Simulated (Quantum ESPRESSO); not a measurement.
# As (Cmce) in Quantum ESPRESSO: a series of runs

One crystal, As, is run at these levels: LDA, r2SCAN; tasks: band structure, single point, equation of state.

Everything below comes from runs of Quantum ESPRESSO 7.5. Logs are shortened: lines on timing, memory, paths and dates and some standing lists are left out, and cuts for length are marked.

### 1 The crystal as given

It takes space group Cmce (No. 64, orthorhombic). The conventional cell has a = 3.650 Å, b = 11.000 Å, c = 4.470 Å, α = 90.00°, β = 90.00°, γ = 90.00°. As (site symmetry m) has 3 As at 2.48 to 2.49 Å as nearest neighbours.

This isn't the form of As at room conditions, which is rhombohedral.

### 2 Band structure, LDA

The input, pw.in:

```
&CONTROL
  calculation = 'scf'
  prefix = 'pwscf'
  outdir = './tmp'
  pseudo_dir = './pseudo'
  tprnfor = .true.
  tstress = .true.
  disk_io = 'low'
/
&SYSTEM
  ibrav = 0
  celldm(1) = 8
  nat = 4
  ntyp = 1
  ecutwfc = 45
  ecutrho = 360
  nbnd = 16
  occupations = 'smearing'
  smearing = 'fd'
  degauss = 0.00367493
/
&ELECTRONS
  conv_thr = 8d-10
  electron_maxstep = 120
  mixing_beta = 0.5
/
ATOMIC_SPECIES
As    74.9216 as_lda_v1.uspp.F.UPF
CELL_PARAMETERS alat
  0.4310937721803  -1.2991867106802   0.0000000000000
  0.4310937721803   1.2991867106802   0.0000000000000
  0.0000000000000   0.0000000000000   1.0558844721346
ATOMIC_POSITIONS crystal
As     0.3900000000    0.6100000000    0.5600000000
As     0.8900000000    0.1100000000    0.9400000000
As     0.6100000000    0.3900000000    0.4400000000
As     0.1100000000    0.8900000000    0.0600000000
K_POINTS automatic
8 8 6 0 0 0
```

The input, bands.in:

```
&CONTROL
  calculation = 'bands'
  prefix = 'pwscf'
  outdir = './tmp'
  pseudo_dir = './pseudo'
  disk_io = 'low'
  verbosity = 'high'
/
&SYSTEM
  ibrav = 0
  celldm(1) = 8
  nat = 4
  ntyp = 1
  ecutwfc = 45
  ecutrho = 360
  nbnd = 16
  occupations = 'smearing'
  smearing = 'fd'
  degauss = 0.00367493
/
&ELECTRONS
  conv_thr = 1d-08
  electron_maxstep = 120
  mixing_beta = 0.5
  diago_full_acc = .true.
  startingwfc = 'random'
/
ATOMIC_SPECIES
As    74.9216 as_lda_v1.uspp.F.UPF
CELL_PARAMETERS alat
  0.4310937721803  -1.2991867106802   0.0000000000000
  0.4310937721803   1.2991867106802   0.0000000000000
  0.0000000000000   0.0000000000000   1.0558844721346
ATOMIC_POSITIONS crystal
As     0.3900000000    0.6100000000    0.5600000000
As     0.8900000000    0.1100000000    0.9400000000
As     0.6100000000    0.3900000000    0.4400000000
As     0.1100000000    0.8900000000    0.0600000000
K_POINTS crystal
60
 0.0000000000  0.0000000000  0.0000000000 1
 0.0462543044  0.0462543044  0.0000000000 1
 0.0925086088  0.0925086088  0.0000000000 1
 0.1387629132  0.1387629132  0.0000000000 1
 0.1850172176  0.1850172176  0.0000000000 1
 0.2312715220  0.2312715220  0.0000000000 1
 0.2775258264  0.2775258264  0.0000000000 1
 0.0000000000  0.5000000000  0.0000000000 1
 0.0000000000  0.5000000000  0.1000000000 1
 0.0000000000  0.5000000000  0.2000000000 1
 0.0000000000  0.5000000000  0.3000000000 1
 0.0000000000  0.5000000000  0.4000000000 1
 0.0000000000  0.5000000000  0.5000000000 1
 0.2775258264  0.2775258264  0.5000000000 1
 0.2378792798  0.2378792798  0.5000000000 1
 0.1982327332  0.1982327332  0.5000000000 1
 0.1585861865  0.1585861865  0.5000000000 1
 0.1189396399  0.1189396399  0.5000000000 1
 0.0792930933  0.0792930933  0.5000000000 1
 0.0396465466  0.0396465466  0.5000000000 1
 0.0000000000  0.0000000000  0.5000000000 1
 0.0000000000  0.0000000000  0.4000000000 1
 0.0000000000  0.0000000000  0.3000000000 1
 0.0000000000  0.0000000000  0.2000000000 1
 0.0000000000  0.0000000000  0.1000000000 1
 0.0000000000  0.0000000000  0.0000000000 1
-0.1250000000  0.1250000000  0.0000000000 1
-0.2500000000  0.2500000000  0.0000000000 1
-0.3750000000  0.3750000000  0.0000000000 1
-0.5000000000  0.5000000000  0.0000000000 1
-0.4629209711  0.5370790289  0.0000000000 1
-0.4258419421  0.5741580579  0.0000000000 1
-0.3887629132  0.6112370868  0.0000000000 1
-0.3516838843  0.6483161157  0.0000000000 1
-0.3146048554  0.6853951446  0.0000000000 1
-0.2775258264  0.7224741736  0.0000000000 1
-0.2775258264  0.7224741736  0.1000000000 1
-0.2775258264  0.7224741736  0.2000000000 1
-0.2775258264  0.7224741736  0.3000000000 1
-0.2775258264  0.7224741736  0.4000000000 1
-0.2775258264  0.7224741736  0.5000000000 1
-0.3093078512  0.6906921488  0.5000000000 1
-0.3410898760  0.6589101240  0.5000000000 1
-0.3728719008  0.6271280992  0.5000000000 1
-0.4046539256  0.5953460744  0.5000000000 1
-0.4364359504  0.5635640496  0.5000000000 1
-0.4682179752  0.5317820248  0.5000000000 1
-0.5000000000  0.5000000000  0.5000000000 1
-0.5000000000  0.5000000000  0.4166666667 1
-0.5000000000  0.5000000000  0.3333333333 1
-0.5000000000  0.5000000000  0.2500000000 1
-0.5000000000  0.5000000000  0.1666666667 1
-0.5000000000  0.5000000000  0.0833333333 1
-0.5000000000  0.5000000000  0.0000000000 1
 0.0000000000  0.0000000000  0.5000000000 1
-0.1000000000  0.1000000000  0.5000000000 1
-0.2000000000  0.2000000000  0.5000000000 1
-0.3000000000  0.3000000000  0.5000000000 1
-0.4000000000  0.4000000000  0.5000000000 1
-0.5000000000  0.5000000000  0.5000000000 1
```

Potentials or basis: GBRV 1.5 LDA.

Command:

```console
> OMP_NUM_THREADS=1 mpirun -n 2 pw.x -nk 2 -in pw.in > pw.out
> OMP_NUM_THREADS=1 mpirun -n 2 pw.x -nk 2 -in bands.in > bands.out
```

pw.out:

```text
This program is part of the open-source Quantum ESPRESSO suite
     for quantum simulation of materials; please cite
         "P. Giannozzi et al., J. Phys.:Condens. Matter 21 395502 (2009);
         "P. Giannozzi et al., J. Phys.:Condens. Matter 29 465901 (2017);
         "P. Giannozzi et al., J. Chem. Phys. 152 154105 (2020);
     in publications or presentations arising from this work. More details at

     Message from routine setup:
     using ibrav=0 with symmetry is DISCOURAGED, use correct ibrav instead

     K-points division:     npool     =       2
     Subspace diagonalization in iterative solution of the eigenvalue problem:
     a serial algorithm will be used

     G-vector sticks info
     --------------------
     sticks:   dense  smooth     PW     G-vecs:    dense   smooth      PW
     Sum        2051    1027    341                69849    24651    4693

     Using Slab Decomposition

     bravais-lattice index     =            0
     lattice parameter (alat)  =       8.0000  a.u.
     unit-cell volume          =     605.5635 (a.u.)^3
     number of atoms/cell      =            4
     number of atomic types    =            1
     number of electrons       =        20.00
     number of Kohn-Sham states=           16
     kinetic-energy cutoff     =      45.0000  Ry
     charge density cutoff     =     360.0000  Ry
     scf convergence threshold =      8.0E-10
     mixing beta               =       0.5000
     number of iterations used =            8  plain     mixing
     Exchange-correlation= SLA  PZ   NOGX NOGC
                           (   1   1   0   0   0   0   0)

     celldm(1)=   8.000000  celldm(2)=   0.000000  celldm(3)=   0.000000
     celldm(4)=   0.000000  celldm(5)=   0.000000  celldm(6)=   0.000000

     crystal axes: (cart. coord. in units of alat)
               a(1) = (   0.431094  -1.299187   0.000000 )
               a(2) = (   0.431094   1.299187   0.000000 )
               a(3) = (   0.000000   0.000000   1.055884 )

     reciprocal axes: (cart. coord. in units 2 pi/alat)
               b(1) = (  1.159840 -0.384856  0.000000 )
               b(2) = (  1.159840  0.384856 -0.000000 )
               b(3) = ( -0.000000  0.000000  0.947073 )

     PseudoPot. # 1 for As read from file:
     as_lda_v1.uspp.F.UPF
     Pseudo is Ultrasoft + core correction, Zval =  5.0
     Generated by new atomic code, or converted to UPF format
     Using radial grid of  875 points,  6 beta functions with:
                l(1) =   0
                l(2) =   0
                l(3) =   1
                l(4) =   1
                l(5) =   2
                l(6) =   2
     Q(r) pseudized with  8 coefficients,  rinner =    1.300   1.300   1.300
                                                       1.300   1.300

     atomic species   valence    mass     pseudopotential
     As                5.00    74.92160     As( 1.00)

      8 Sym. Ops., with inversion, found ( 4 have fractional translation)

   Cartesian axes

     site n.     atom                  positions (alat units)
         1        As     tau(   1) = (   0.4310938   0.2858211   0.5912953  )
         2        As     tau(   2) = (   0.4310938  -1.0133656   0.9925314  )
         3        As     tau(   3) = (   0.4310938  -0.2858211   0.4645892  )
         4        As     tau(   4) = (   0.4310938   1.0133656   0.0633531  )

     number of k points=    84  Fermi-Dirac smearing, width (Ry)=  0.0037
                       cart. coord. in units 2pi/alat
        k(    1) = (   0.0000000   0.0000000   0.0000000), wk =   0.0052083
        k(    2) = (   0.0000000   0.0000000   0.1578456), wk =   0.0104167
        k(    3) = (   0.0000000   0.0000000   0.3156911), wk =   0.0104167
        k(    4) = (   0.0000000   0.0000000  -0.4735367), wk =   0.0052083
        k(    5) = (   0.1449801   0.0481070   0.0000000), wk =   0.0208333
        k(    6) = (   0.1449801   0.0481070   0.1578456), wk =   0.0416667
[... 76 lines left out ...]
        k(   83) = (  -1.1598405   0.0000000   0.3156911), wk =   0.0104167
        k(   84) = (  -1.1598405   0.0000000  -0.4735367), wk =   0.0052083

     Dense  grid:    69849 G-vectors     FFT dimensions: (  72,  72,  54)

     Smooth grid:    24651 G-vectors     FFT dimensions: (  48,  48,  40)

     Initial potential from superposition of free atoms

     starting charge      19.9992, renormalised to      20.0000
     Starting wfcs are   16 randomized atomic wfcs

     Self-consistent Calculation

     iteration #  1     ecut=    45.00 Ry     beta= 0.50
     Davidson diagonalization with overlap
     ethr =  1.00E-02,  avg # of iterations =  2.5

     Threshold (ethr) on eigenvalues was too large:
     Diagonalizing with lowered threshold

     Davidson diagonalization with overlap
     ethr =  1.43E-04,  avg # of iterations =  3.9

     total energy              =    -159.20476219 Ry
     estimated scf accuracy    <       0.02802007 Ry

     iteration #  2     ecut=    45.00 Ry     beta= 0.50
     Davidson diagonalization with overlap
     ethr =  1.40E-04,  avg # of iterations =  1.0
[... 36 lines left out ...]
     total energy              =    -159.20467182 Ry
     estimated scf accuracy    <          2.0E-09 Ry

     iteration #  8     ecut=    45.00 Ry     beta= 0.50
     Davidson diagonalization with overlap
     ethr =  1.02E-11,  avg # of iterations =  6.2

     End of self-consistent calculation

          k = 0.0000 0.0000 0.0000 (  3059 PWs)   bands (ev):

    -8.2528  -5.4961  -2.8970   0.4409   0.5055   2.2527   3.5548   4.3298
     4.7122   5.5119   8.5129   8.5764   9.0618   9.9421  11.3620  11.8619

          k = 0.0000 0.0000 0.1578 (  3100 PWs)   bands (ev):

    -8.0917  -5.6186  -3.0934  -0.2996   0.8067   2.8450   3.7048   4.7784
     4.8239   4.9969   8.6321   8.6911   9.2220   9.3976  10.6434  11.7072
[... 218 lines left out ...]
    -8.0526  -5.6990  -3.1148  -0.4017   1.0218   2.9219   3.6367   4.7868
     4.8718   5.1430   8.5994   8.6782   9.0324   9.3461  10.7618  11.6816

          k = 0.0000-0.0962 0.3157 (  3093 PWs)   bands (ev):

    -7.5896  -6.1440  -3.1789  -1.5883   1.6331   3.5269   4.0567   4.4989
     4.8908   6.2564   7.4755   8.4964   8.6383   9.5489  10.0739  11.5734

          k = 0.0000-0.0962-0.4735 (  3114 PWs)   bands (ev):

    -6.8909  -6.8909  -2.6055  -2.6055   2.5141   2.5141   4.5839   4.5839
     5.8951   5.8951   7.6230   7.6230   8.6906   8.6906  11.0473  11.0473

          k = 0.5799 0.0000 0.0000 (  3055 PWs)   bands (ev):

    -5.9188  -5.6489  -3.7631  -3.0919   2.3573   3.0205   3.7769   4.2133
     4.2381   4.6877   6.9758   7.1074   7.5914   7.8888   9.1167  10.5755

          k = 0.5799 0.0000 0.1578 (  3085 PWs)   bands (ev):
[... 81 lines left out ...]
    -7.9475  -5.9046  -3.1392  -0.6424   1.5668   3.0808   3.5042   4.7007
     5.0662   5.5911   8.2154   8.5839   8.7364   9.2560  11.0234  11.3281

          k = 0.0000-0.1924 0.3157 (  3092 PWs)   bands (ev):

    -7.4972  -6.1898  -3.3728  -1.8837   2.3230   3.9476   4.1000   4.5244
     4.9795   6.3003   7.3709   8.4770   8.6754   9.2824   9.7968  10.6775

          k = 0.0000-0.1924-0.4735 (  3100 PWs)   bands (ev):

    -6.8346  -6.8346  -2.8936  -2.8936   3.2285   3.2285   4.5410   4.5410
     5.7795   5.7795   7.7898   7.7898   8.8700   8.8700   9.9288   9.9288

          k = 0.8699-0.0000 0.0000 (  3066 PWs)   bands (ev):

    -7.3099  -5.6301  -3.7205  -0.8818   2.3498   2.6330   2.6573   3.9236
     5.1402   5.6786   6.7028   7.3132   8.9009   9.9634  10.5389  11.3842

          k = 0.8699-0.0000 0.1578 (  3078 PWs)   bands (ev):

    -7.1688  -5.6144  -3.7589  -1.2910   1.4023   2.4998   3.8455   4.0267
     5.0644   5.6287   6.8630   7.6767   8.7069   9.9093  10.6615  11.6884

          k = 0.8699-0.0000 0.3157 (  3091 PWs)   bands (ev):

    -6.7717  -5.7509  -3.6648  -2.2050   1.0727   2.0886   3.8229   4.7718
     5.0400   5.7866   6.9337   8.6480   9.0959   9.5879  10.7506  11.9000

          k = 0.8699-0.0000-0.4735 (  3106 PWs)   bands (ev):

    -6.2195  -6.2195  -3.1107  -3.1107   1.4254   1.4254   4.2835   4.2835
     5.4273   5.4273   7.9201   7.9201   9.8860   9.8860  11.3244  11.3244

          k =-0.1450-0.3367 0.0000 (  3089 PWs)   bands (ev):

    -7.7744  -6.0811  -2.9894  -0.2433   1.9743   2.4475   2.7862   4.6319
     4.8060   6.4696   6.5537   8.6890   9.4001   9.5064  11.2718  11.3061

          k =-0.1450-0.3367 0.1578 (  3086 PWs)   bands (ev):
[... 21 lines left out ...]
    -7.8206  -6.1318  -3.1326  -0.8745   2.2029   3.0893   3.3980   4.9134
     5.2348   6.0727   7.2424   8.4183   8.7427   9.1985  10.8528  11.2692

          k = 0.0000-0.2886 0.3157 (  3084 PWs)   bands (ev):

    -7.3873  -6.2599  -3.5173  -2.1613   3.1796   3.8583   4.2264   5.0453
     5.0545   6.4046   7.2178   7.8201   8.7465   8.9481   9.7597  10.0369

          k = 0.0000-0.2886-0.4735 (  3102 PWs)   bands (ev):

    -6.7741  -6.7741  -3.1531  -3.1531   4.1184   4.1184   4.5001   4.5001
     5.6143   5.6143   7.9503   7.9503   8.7938   8.7938   9.0599   9.0599

          k =-1.1598 0.0000 0.0000 (  3090 PWs)   bands (ev):

    -7.9081  -6.2751  -2.7435  -0.0800   2.0230   2.1218   3.1946   4.8988
     5.3219   6.1728   6.6838   8.5183   8.9256   9.5771  11.3359  12.0571

          k =-1.1598 0.0000 0.1578 (  3086 PWs)   bands (ev):

    -7.7581  -6.2353  -3.1220  -0.9693   2.6365   2.8762   3.3591   5.2998
     5.3702   6.0500   6.7377   8.3425   8.7762   9.1821  10.5812  11.3693

          k =-1.1598 0.0000 0.3157 (  3084 PWs)   bands (ev):

    -7.3342  -6.2990  -3.5635  -2.2742   3.8251   3.8277   3.9494   5.0678
     5.4809   6.5429   7.1338   7.1933   8.7845   9.0523   9.2581  10.1367

          k =-1.1598 0.0000-0.4735 (  3076 PWs)   bands (ev):

    -6.7477  -6.7477  -3.2547  -3.2547   4.4837   4.4837   4.6690   4.6690
     5.4420   5.4420   8.0137   8.0137   8.2693   8.2693   9.1424   9.1424

     the Fermi energy is     6.5366 ev

!    total energy              =    -159.20467183 Ry
     estimated scf accuracy    <          2.9E-10 Ry
     smearing contrib. (-TS)   =      -0.00024176 Ry
     internal energy E=F+TS    =    -159.20443006 Ry

     The total energy is F=E-TS. E is the sum of the following terms:
     one-electron contribution =      13.18996807 Ry
     hartree contribution      =       3.68212573 Ry
     xc contribution           =    -124.31543972 Ry
     ewald contribution        =     -51.76108416 Ry

     convergence has been achieved in   8 iterations

     Forces acting on atoms (cartesian axes, Ry/au):

     atom    1 type  1   force =    -0.00000000    0.00168940    0.00473758
     atom    2 type  1   force =     0.00000000    0.00168940   -0.00473758
     atom    3 type  1   force =    -0.00000000   -0.00168940   -0.00473758
     atom    4 type  1   force =     0.00000000   -0.00168940    0.00473758

     Total force =     0.010060     Total SCF correction =     0.000013

     Computing stress (Cartesian axis) and pressure

          total   stress  (Ry/bohr**3)                   (kbar)     P=      -13.47
  -0.00003589  -0.00000000   0.00000000           -5.28       -0.00        0.00
  -0.00000000  -0.00008219   0.00000000           -0.00      -12.09        0.00
   0.00000000   0.00000000  -0.00015653            0.00        0.00      -23.03

=------------------------------------------------------------------------------=
   JOB DONE.
=------------------------------------------------------------------------------=
```

It took 98 s on 2 MPI ranks of Arm Neoverse V2, shared host; peak memory 0.42 GiB.

What came out:

- Free energy: -2166.0899 eV
- Pressure: -1.3 GPa
- Largest force: 0.129 eV/Å
- Band gap on the k mesh: none (metal or under the smearing width)

Forces on the atoms (eV/Å):
```
As   0.000  0.043  0.122
As   0.000  0.043 -0.122
As   0.000 -0.043 -0.122
As   0.000 -0.043  0.122
```

Levels at the corners of the path, in eV from the Fermi level:
```tsv
point	band 6	band 7	band 8	band 9	band 10	band 11	band 12	band 13	band 14	band 15
Γ	-4.28	-2.98	-2.21	-1.82	-1.02	1.98	2.04	2.53	3.41	4.83
X	-3.37	-2.72	-2.67	-2.24	-1.92	0.56	0.70	0.70	1.88	2.31
S	-3.76	-2.49	-2.49	-2.34	-2.34	0.83	0.83	1.03	1.03	3.22
R	-5.43	-4.61	-4.61	-1.79	-1.79	1.98	1.98	4.62	4.62	6.35
A	-5.76	-3.95	-3.95	-1.87	-1.87	2.26	2.26	4.50	4.50	5.15
Z	-4.30	-1.93	-1.93	-0.59	-0.59	1.01	1.01	2.08	2.08	5.00
Γ	-4.28	-2.98	-2.21	-1.82	-1.02	1.98	2.04	2.53	3.41	4.83
Y	-4.41	-3.34	-1.64	-1.21	-0.36	0.15	1.98	2.39	3.04	4.80
X1	-3.37	-2.72	-2.67	-2.24	-1.92	0.56	0.70	0.70	1.88	2.31
A1	-5.76	-3.95	-3.95	-1.87	-1.87	2.26	2.26	4.50	4.50	5.15
T	-2.05	-1.87	-1.87	-1.09	-1.09	1.48	1.48	1.73	1.73	2.61
Y	-4.41	-3.34	-1.64	-1.21	-0.36	0.15	1.98	2.39	3.04	4.80
Z	-4.30	-1.93	-1.93	-0.59	-0.59	1.01	1.01	2.08	2.08	5.00
T	-2.05	-1.87	-1.87	-1.09	-1.09	1.48	1.48	1.73	1.73	2.61
```

(Part 1 of 2 ends here.)
